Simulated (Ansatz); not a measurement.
SiRu, space group P2_13, a single point

Program: Ansatz 0.2.0, Python API.

Contents of `siru.extxyz`:
```text
8
Lattice="4.70859538 0.0 0.0 0.0 4.70859538 0.0 0.0 0.0 4.70859538" Properties=species:S:1:pos:R:3 pbc="T T T"
Si    0.76478075    1.58951694    3.11907844
Si    1.58951694    3.11907844    0.76478075
Si    3.11907844    0.76478075    1.58951694
Si    3.94381463    3.94381463    3.94381463
Ru    4.09927719    2.96361588    1.74497950
Ru    2.96361588    1.74497950    4.09927719
Ru    1.74497950    4.09927719    2.96361588
Ru    0.60931819    0.60931819    0.60931819
```

The script, `scf_siru.py`:
```python
"""Single point of SiRu."""

import ansatz as az
import numpy as np

xtal = az.Crystal.from_extxyz("siru.extxyz")

# functional, basis and sampling
model = (
    xtal.calculation()
    .occupations("gaussian", width=0.01)
    .accuracy("high")
    .functional("LDA")
    .scf(tolerance=1e-05, algorithm="direct_min")
    .mixing("broyden")
    .kpoints(3, shift=0.5)
    .compute(density_of_states={"energy_step": 0.1, "nscf_kmesh_spacing": 0.24}, band_table=True)
)
done = model.run(threads=1, pin="off")
rep = done.report

n_atoms = len(rep["lattice"]["sites"])
print("F =", round(rep["free_energy_ev"], 4), "eV for", n_atoms, "atoms")
print("E(sigma -> 0) =", round(rep["energy_sigma0_ev"], 4), "eV, TS =", round(rep["entropy_ts_ev"], 5), "eV")
print("closed by", rep["closed_by"], "after", rep["n_iterations"], "iterations")

dos = done.density_of_states()
energy = np.asarray(dos.energies_ev) - dos.fermi_ev
top = min(levels[-1] for levels in rep["eigenvalues_ev"]) - dos.fermi_ev  # the computed bands end here
total = np.asarray(dos.spin_summed_g_bin_mean_per_ev)
print("E - E_F (eV)   states/eV")
for e in np.arange(-10, min(8, top), 1.0):
    print(f"{e:8.1f} {np.interp(e, energy, total):12.3f}")

print(model.to_yaml())
```

```console
$ python scf_siru.py
DeckWarning: basis.ecutwfc = 420 eV, auto-derived from the records' recommended cutoffs: set by Si (normal level)
F = -25473.2495 eV for 8 atoms
E(sigma -> 0) = -25473.2495 eV, TS = 0.0 eV
closed by deck_thresholds after 5 iterations
E - E_F (eV)   states/eV
   -10.0        2.461
    -9.0        1.327
    -8.0        2.095
    -7.0        0.002
    -6.0        3.655
    -5.0        7.238
    -4.0       11.731
    -3.0        7.103
    -2.0        9.300
    -1.0        5.072
     0.0        0.000
     1.0        0.143
     2.0        2.615
     3.0        4.971
crystal:
  lattice:
    - [4.70859538, 0.0, 0.0]
    - [0.0, 4.70859538, 0.0]
    - [0.0, 0.0, 4.70859538]
  atoms:
    - { symbol: Si, position: [0.16242226997215461, 0.33757773002784536, 0.6624222699721546] }
    - { symbol: Si, position: [0.33757773002784536, 0.6624222699721546, 0.16242226997215461] }
    - { symbol: Si, position: [0.6624222699721546, 0.16242226997215461, 0.33757773002784536] }
    - { symbol: Si, position: [0.8375777300278453, 0.8375777300278453, 0.8375777300278453] }
    - { symbol: Ru, position: [0.87059448926359, 0.6294055107364098, 0.37059448926359007] }
    - { symbol: Ru, position: [0.6294055107364098, 0.37059448926359007, 0.87059448926359] }
    - { symbol: Ru, position: [0.37059448926359007, 0.87059448926359, 0.6294055107364098] }
    - { symbol: Ru, position: [0.12940551073640988, 0.12940551073640988, 0.12940551073640988] }
accuracy: high
kpoints:
  mp_grid:
    grid: [3, 3, 3]
    shift: [0.5, 0.5, 0.5]
hamiltonian:
  xc: lda
scf:
  algorithm: direct_min
  convergence:
    dr2_threshold: 1.0e-05
  mixing:
    algorithm: broyden
  occupations:
    method: gaussian
    width: 0.01
output:
  dos:
    de: 0.1
    nscf_kmesh:
      kspacing: 0.24
  eigenvalues: true
```
(Warnings from the package without file and line.)

Caveats:
- These settings explore the input space; cutoff and mesh may be short of convergence.
- Semilocal gaps usually lie well under measured ones.
- The k-point mesh is coarse, and energy and stress weren't tested for convergence.
- An opening on this mesh may only mean that it misses a point where bands touch.
- The crystal has a gap of about 0.47 eV on the mesh; bins of finite width blur the band edges.
- This cell is a computed structure, which may not be the phase found in nature.
- The computed bands are complete only to about 3.9 eV above the Fermi level; beyond that the density of states is undercounted.
- Wall time of the script: 8.6 s on 1 thread of Arm Neoverse V2, with other jobs on the host, peak memory 0.39 GiB.

(Lines on the test bed's own set-up are left out of the output.)
